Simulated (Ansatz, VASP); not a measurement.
# One calculation of Re, two programs

```xyz
2
Lattice="2.5163 0.0000 0.0000 -1.2581 2.1792 0.0000 0.0000 0.0000 18.0000" Properties=species:S:1:pos:R:3 pbc="T T T"
Re    0.0000    0.0000    7.1437
Re    0.0000    0.0000   10.8563
```

Alike in both runs: task single point; functional PBE; k mesh 6 × 6 × 1; occupations gaussian, width 0.1 eV; no spin polarisation.

```csv
,VASP,Ansatz
version,VASP 6.6.1,Ansatz 0.2.0
potentials or method,"VASP PAW PBE potentials, release 64 (Re)","scalar-relativistic, plane waves, PAW"
plane-wave cutoff (eV),520,420
valence electrons in the cell,14,30
```

|  | VASP | Ansatz | Ansatz less VASP |
| --- | --- | --- | --- |
| gap on the k mesh at the Fermi level (eV) | none | none | - |
| rms of the force components (eV/Å) | 0.549 | 0.551 | +0.0016 |

Atom by atom the forces differ by 0.002 eV/Å (rms over components). A gap of «none» marks a metal or a gap that the smearing closes. The two sets of potentials don't hold the same shells in valence. Ansatz warned: «slab_cell_height_set».

Caveats: the k mesh is coarse (spacing up to 0.48 Å⁻¹), so the values aren't converged. Spin-orbit coupling is left out, which matters for the levels of Re.
